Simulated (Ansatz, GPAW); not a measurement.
Given: the input of a run of GPAW 26.7.0 (ASE script) on Tl (Thallium). 

The input run.py:

```python
from ase.dft.bandgap import bandgap
from ase.io import read, write
from ase.units import GPa
from gpaw import GPAW, PW

atoms = read('POSCAR')

calc = GPAW(mode=PW(600),
            xc='LDA',
            kpts={'size': (9, 9, 5), 'gamma': True},
            occupations={'name': 'methfessel-paxton', 'order': 0, 'width': 0.1},
            nbands=23,
            convergence={'density': 1e-05, 'energy': 1e-05},
            maxiter=150,
            txt='gpaw.txt')
atoms.calc = calc
energy = atoms.get_potential_energy()
forces = atoms.get_forces()
stress = atoms.get_stress()
calc.write('gs.gpw')
write('result.traj', atoms)
print(f'Energy: {energy:.6f} eV')
print('Forces (eV/A):')
print(forces.round(4))
print('Stress (GPa):', (stress / GPa).round(3))
print('Fermi level:', round(calc.get_fermi_level(), 4), 'eV')
print(f'Gap: {bandgap(calc)[0]:.4f} eV, direct: {bandgap(calc, direct=True)[0]:.4f} eV')
```

File POSCAR:

```
Tl
1.0
    3.4560000000      0.0000000000      0.0000000000
   -1.7280000000      2.9929837955      0.0000000000
    0.0000000000      0.0000000000      5.5250000000
Tl
2
Direct
    0.6666666667      0.3333333333      0.7500000000
    0.3333333333      0.6666666667      0.2500000000
```

Potentials or basis: the program's PAW data sets (release 1.2.1) made for this functional, pw.

The run is started by

```sh
$ OMP_NUM_THREADS=1 python run.py
```

Q: Set up the same calculation for Ansatz 0.2.0. Potentials or basis there: all-electron LAPW, scalar-relativistic.

A: As run (cutoffs and basis follow the program's own potentials, and thresholds, step limits or extra output files can differ):

The input input.yaml:

```yaml
crystal:
  lattice:
    - [3.456, 0.0, 0.0]
    - [-1.728, 2.9929837955, 0.0]
    - [0.0, 0.0, 5.525]
  atoms:
    - { symbol: Tl, position: [0.6666666667, 0.3333333333, 0.75] }
    - { symbol: Tl, position: [0.3333333333, 0.6666666667, 0.25] }
kpoints:
  mp_grid: { grid: [9, 9, 5] }
scf:
  occupations: { method: gaussian, width: 0.1 }
hamiltonian:
  xc: lda
  pseudopotentials: { kind: all_electron, lapw: { basis_error: 0.001 } }
output:
  forces: true
  stress: true
  eigenvalues: true
```

Potentials or basis: all-electron LAPW, scalar-relativistic.

The run is started by

```sh
$ ansatz run input.yaml --threads 1 --pin off --max-ram 3072MiB --backend cpu --events-out ev --progress --plain --runs-dir out
```

Both were run:

|  | GPAW | Ansatz |
| --- | --- | --- |
| Pressure | -1.9 GPa | -1.5 GPa |

Where Ansatz's input types no cutoff or centring, it takes its own default and a Γ-centred mesh.

The two programs' LDA may be different fits to the electron gas.

Pressure is positive in compression.
